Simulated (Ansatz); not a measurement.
Input of an Ansatz 0.2.0 run:

File input.yaml:

```yaml
crystal:
  lattice:
    - [2.34611, 0.0, 0.0]
    - [0.0, 2.34611, 0.0]
    - [0.0, 0.0, 1.58579]
  atoms:
    - { symbol: B, position: [0.5, 0.5, 0.5] }
kpoints:
  mp_grid: { grid: [11, 11, 16] }
scf:
  occupations: { method: fermi_dirac, width: 0.05 }
hamiltonian:
  xc: pbe
  pseudopotentials: { kind: all_electron, datasets: crystal }
output:
  forces: true
  stress: true
  eigenvalues: true
  dos: { projected: false, de: 0.1, e_range: [-10, 10] }
```

Potentials or basis: all-electron PAW datasets made for the crystal.

Run with:

```bash
$ ansatz run input.yaml --threads 1 --pin off --max-ram 3072MiB --backend cpu --events-out ev --progress --plain --runs-dir out
```

**Question.** Estimate the pressure.

**Answer.** -0.4 GPa.

**Question.** Estimate the band gap on the k mesh.

**Answer.** None (metal or under the smearing width).

States per cell in windows of 0.5 eV (zero at the Fermi level; states under -8 eV left out):
| from (eV) | total |
| --- | --- |
| -8.0 | 0.11 |
| -7.5 | 0.11 |
| -7.0 | 0.12 |
| -6.5 | 0.14 |
| -6.0 | 0.16 |
| -5.5 | 0.17 |
| -5.0 | 0.17 |
| -4.5 | 0.19 |
| -4.0 | 0.17 |
| -3.5 | 0.14 |
| -3.0 | 0.12 |
| -2.5 | 0.10 |
| -2.0 | 0.09 |
| -1.5 | 0.10 |
| -1.0 | 0.10 |
| -0.5 | 0.10 |
| 0.0 | 0.11 |
| 0.5 | 0.12 |
| 1.0 | 0.13 |
| 1.5 | 0.14 |
| 2.0 | 0.17 |
| 2.5 | 0.21 |
| 3.0 | 0.26 |
| 3.5 | 0.23 |
| 4.0 | 0.20 |
| 4.5 | 0.17 |
| 5.0 | 0.16 |
| 5.5 | 0.15 |
| 6.0 | 0.15 |
| 6.5 | 0.14 |
| 7.0 | 0.16 |
| 7.5 | 0.15 |

Caveat: the program warned that the printed levels may be off, so bands, gaps and densities of states are rough; the density of states is complete only up to the lowest level of the last band computed.
